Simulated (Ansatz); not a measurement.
A plane-wave DFT run in Ansatz 0.2.0 (scalar-relativistic PAW potentials unless the input names others): input and command.

```yaml
crystal:
  lattice:
    - [-4.0416209214, -4.0416209214, 4.0416209214]
    - [4.0416209214, 4.0416209214, 4.0416209214]
    - [-4.0416209214, 4.0416209214, -4.0416209214]
  atoms:
    - { symbol: Co, position: [0.0, 0.0, 0.0], spin: 3.0 }
    - { symbol: Al, position: [0.25, 0.0, 0.75] }
    - { symbol: Al, position: [0.0, 0.25, 0.75] }
    - { symbol: Al, position: [0.5, 0.0, 0.5] }
    - { symbol: Al, position: [0.25, 0.25, 0.5] }
    - { symbol: Al, position: [0.0, 0.5, 0.5] }
    - { symbol: Al, position: [0.75, 0.0, 0.25] }
    - { symbol: Al, position: [0.5, 0.25, 0.25] }
    - { symbol: Al, position: [0.25, 0.5, 0.25] }
    - { symbol: Al, position: [0.0, 0.75, 0.25] }
    - { symbol: Al, position: [0.75, 0.25, 0.0] }
    - { symbol: Al, position: [0.5, 0.5, 0.0] }
    - { symbol: Al, position: [0.25, 0.75, 0.0] }
    - { symbol: Al, position: [0.75, 0.5, 0.75] }
    - { symbol: Al, position: [0.5, 0.75, 0.75] }
    - { symbol: Al, position: [0.75, 0.75, 0.5] }
basis:
  ecutwfc: 420
  xc_grid: 2
kpoints:
  mp_grid: { grid: [5, 5, 5], shift: [0.0, 0.0, 0.0] }
hamiltonian:
  xc: pbe
scf:
  occupations: { method: cold, width: 0.1 }
output:
  forces: true
  eigenvalues: true
magnetization:
  spin_polarized: true
relax:
  adjacent_minimum: "off"
  f_tol: 0.025
  max_steps: 45
```

```bash
ansatz run input.yaml --threads 4 --pin off --max-ram 8192MiB --backend cpu --events-out ev --progress --plain --runs-dir out
```

Abridged log:
```
Pseudopotentials: kind: paw
Pseudopotential: Co, paw, valence charge 17, recommended cutoff 420 eV (normal)
Pseudopotential: Al, paw, valence charge 3, recommended cutoff 420 eV (normal)
Functional definition: PBE
Crystal: 16 atoms, lattice volume = 264.075 Å³
Basis set: ecut = 420 eV, 5233 PW (Γ), exchange–correlation on 96×96×96 points (8 copies of the dense FFT grid, shifted against one another)
Bands: 49, of which v1, the nominal top of the filled ones, is band 31 counted from 1 (30 counted from 0)
Symmetry: 48 space group operations
Space group: Im-3m (ITA 229), of the structure as read, at distance tolerance 6.4e-5 Å
Magnetic group: BNS 229.140 (UNI 1642), of the structure as read, at distance tolerance 6.4e-5 Å
k-points: 10 of 125
Initial density: superposition of atomic densities (chi_scale 0.1, normalization cell)
Starting moments: Σ|m| = 3 μB on 1 of 16 sites
Initial wavefunctions: pseudopotential atomic-orbital guess
Functional: x = pbe(κ = 0.804, μ = 0.21951497), c = pbe(β = 0.06672455)
SCF iter   1: F=—  HF=-13188.073114 eV  |F-HF|=—  |Δ(HF+E_count)|=         —  Δρ=2.34e-2 (↑2.34e-2 ↓1.40e-2) dr2=1.79e0  dr2_m=4.68e-1  M=1.627 μB ∫|m|=2.918 μB  β_m=0.30  ethr=2.87e-3  ⟨swp⟩=1.2  Hψ=5493  notcnv=0
Mixer restart at iter 1: flushing history
spin=Collinear: Kerker preconditioning applied to the charge; magnetization (m = ρ↑ − ρ↓) channel mixes plain (no charge-response kernel on spin).
SCF iter   2: F=—  HF=-13187.939783 eV  |F-HF|=—  |Δ(HF+E_count)|=   1.33e-1  Δρ=2.07e-2 (↑1.47e-2 ↓2.07e-2) dr2=1.12e0  dr2_m=5.53e-1  M=1.386 μB ∫|m|=2.747 μB  β_m=0.65  ethr=2.87e-3  ⟨swp⟩=1.8  Hψ=1163  notcnv=0
SCF iter   3: F=—  HF=-13188.534114 eV  |F-HF|=—  |Δ(HF+E_count)|=   5.94e-1  Δρ=1.75e-2 (↑1.33e-2 ↓1.75e-2) dr2=6.01e-1  dr2_m=4.99e-1  M=1.111 μB ∫|m|=2.475 μB  β_m=0.59  ethr=1.81e-3  ⟨swp⟩=2.0  Hψ=1527  notcnv=0  defer=167
SCF iter   4: F=—  HF=-13188.923420 eV  |F-HF|=—  |Δ(HF+E_count)|=   3.89e-1  Δρ=1.66e-2 (↑1.63e-3 ↓1.66e-2) dr2=7.00e-1  dr2_m=1.86e-1  M=0.899 μB ∫|m|=1.963 μB  β_m=0.82  ethr=9.69e-4  ⟨swp⟩=2.6  Hψ=1593  notcnv=0  defer=194
SCF iter   5: F=—  HF=-13188.935188 eV  |F-HF|=—  |Δ(HF+E_count)|=   1.18e-2  Δρ=1.18e-2 (↑1.18e-2 ↓6.35e-3) dr2=6.65e-1  dr2_m=1.82e-2  M=0.762 μB ∫|m|=1.556 μB  β_m=0.91  ethr=9.69e-4  ⟨swp⟩=3.0  Hψ=1845  notcnv=0  defer=206
SCF iter   6: F=—  HF=-13189.027180 eV  |F-HF|=—  |Δ(HF+E_count)|=   9.20e-2  Δρ=8.72e-3 (↑8.72e-3 ↓6.01e-3) dr2=4.58e-1  dr2_m=5.06e-3  M=0.698 μB ∫|m|=1.340 μB  β_m=0.95  ethr=9.69e-4  ⟨swp⟩=1.4  Hψ=1143  notcnv=0  defer=206
SCF iter   7: F=—  HF=-13189.005928 eV  |F-HF|=—  |Δ(HF+E_count)|=         —  Δρ=2.59e-3 (↑2.59e-3 ↓1.49e-3) dr2=3.14e-3  dr2_m=9.75e-3  M=0.635 μB ∫|m|=1.143 μB  β_m=0.95  ethr=7.38e-4  ⟨swp⟩=2.0  Hψ=1304  notcnv=0  defer=206
Mixer restart at iter 7: flushing history
   ...
relax step   3: F+E_penalty+E_count = -13189.13660749 eV  Δ(F+E_penalty+E_count) = -1.095e-2 eV  max|allowed force component| = 8.144e-4 eV/Å  Δτ_max = 0.0150 Å  (12 SCF iters, accepted)
SCF converged after 12 iterations
Stability not checked: this state was not tested for a lower state beside it, because cold or Methfessel-Paxton smearing, or corrected tetrahedra, fill the levels in a way that the test cannot read (fill_not_monotonic; see scf.lower_state_search)
Magnetization: 0.6414 μB (31.3207 up, 30.6793 down)
Absolute magnetization: 0.9703 μB (∫|ρ↑−ρ↓|, with the PAW one-centre terms)
Spin contamination: 0.0955 ħ² per cell (⟨S²⟩ above its minimum at these occupations)
Per-site moments (μB) at R_I (Å): [(0.67248194, 1.15579205), (-0.00123916, 1.15579205), (-0.00123916, 1.15579205), (0.00540409, 1.17909204), (-0.00123916, 1.15579205), (0.00540409, 1.17909204), (-0.00123916, 1.15579205), (-0.00123916, 1.15579205), (-0.00123916, 1.15579205), (-0.00123916, 1.15579205), (-0.00123916, 1.15579205), (0.00540409, 1.17909204), (-0.00123916, 1.15579205), (-0.00123916, 1.15579205), (-0.00123916, 1.15579205), (-0.00123916, 1.15579205)]
Free energy (F): -13189.136607 eV
Harris-Foulkes:  -13189.136608 eV  (|F-HF|=1.20e-8)
Internal energy: -13189.155414 eV  (E = F + TS)
E sigma→0 (E₀):  -13189.142876 eV
Entropy (-TS):   0.018806 eV (1.175 meV/atom)
Fermi energy:    7.999886 eV
--- Forces (eV/Å), atoms counted from 1 ---
  atom   1  Co     0.00000000     0.00000000     0.00000000
  atom   2  Al     0.00000000    -0.00081435     0.00081435
  atom   3  Al     0.00081435     0.00000000     0.00081435
  atom   4  Al     0.00000000     0.00000000     0.00000000
  atom   5  Al    -0.00081435     0.00081435     0.00000000
  atom   6  Al     0.00000000     0.00000000     0.00000000
  atom   7  Al     0.00000000     0.00081435    -0.00081435
  atom   8  Al    -0.00081435     0.00000000     0.00081435
  atom   9  Al     0.00000000     0.00081435     0.00081435
  atom  10  Al    -0.00081435     0.00000000    -0.00081435
  atom  11  Al     0.00081435     0.00081435     0.00000000
  atom  12  Al     0.00000000     0.00000000     0.00000000
  atom  13  Al    -0.00081435    -0.00081435     0.00000000
  atom  14  Al     0.00000000    -0.00081435    -0.00081435
  atom  15  Al     0.00081435     0.00000000    -0.00081435
  atom  16  Al     0.00081435    -0.00081435     0.00000000
--- Relaxed structure (3 steps of the walk, 3 accepted, 0 SCFs on fresh bases) ---
  F+E_penalty+E_count = -13189.13660749 eV   max|allowed force component| = 8.144e-4 eV/Å
  atoms:
    - { symbol: Co, position: [0.0, 0.0, 0.0] }
    - { symbol: Al, position: [0.24510669, 0.0, 0.75489330] }
    - { symbol: Al, position: [0.0, 0.24510669, 0.75489330] }
    - { symbol: Al, position: [0.49999999, 0.0, 0.49999999] }
    - { symbol: Al, position: [0.24510669, 0.24510669, 0.49021339] }
    - { symbol: Al, position: [0.0, 0.49999999, 0.49999999] }
    - { symbol: Al, position: [0.75489330, 0.0, 0.24510669] }
    - { symbol: Al, position: [0.49021339, 0.24510669, 0.24510669] }
    - { symbol: Al, position: [0.24510669, 0.49021339, 0.24510669] }
    - { symbol: Al, position: [0.0, 0.75489330, 0.24510669] }
    - { symbol: Al, position: [0.75489330, 0.24510669, 0.0] }
    - { symbol: Al, position: [0.49999999, 0.49999999, 0.0] }
    - { symbol: Al, position: [0.24510669, 0.75489330, 0.0] }
    - { symbol: Al, position: [0.75489330, 0.50978660, 0.75489330] }
    - { symbol: Al, position: [0.50978660, 0.75489330, 0.75489330] }
    - { symbol: Al, position: [0.75489330, 0.75489330, 0.50978660] }
```

Apart from outputs and empty bands, the input differs from a reference run on usual settings in scf.occupations.method: "gaussian" → "cold". The reference, at the same start, ended its own course with largest force 0.003 eV/Å, no gap on the mesh. This run converged in 50 SCF iterations over all its steps (reference: 34) with an energy at zero smearing 0.11 meV/atom below the reference's, largest force 0.001 eV/Å, no gap on the mesh.

It took 21 s on 4 threads of Arm Neoverse V2, with other jobs on the host, peak memory 0.81 GiB.